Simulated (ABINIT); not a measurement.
Crystal: PbS.

```
Pb S
1.0
     3.65366    0.00000    0.00000
     0.00000    3.65366    0.00000
     0.00000    0.00000    3.65366
Pb S
1 1
Direct
  0.00000 0.00000 0.00000
  0.50000 0.50000 0.50000
```

Measurements of this composition are mostly on another form, of space group No. 225.

Base run:

```yaml
Program: ABINIT 10.8.3 (patched build)
Functional: PW91
Potentials_or_basis: JTH PAW PBE v2.0
Cutoff: 707 eV
k_mesh: 7 × 7 × 7
Occupations: fermi-dirac, width 0.05 eV
Spin: no spin polarisation
```

Its results: pressure -0.3 GPa.

Question: After a change of settings the same cell gave: pressure 4.3 GPa. Which change was it?
A. functional from PW91 to RPBE
B. functional from PW91 to WC
C. functional from PW91 to BLYP
D. functional from PW91 to revPBE

Answer: C.

BLYP binds less tightly than PW91, so the same cell stands under more pressure.

Caveats: the PAW data sets were made with another functional, which shifts forces and pressure a little.

Runs at the PBE level aren't shown here.
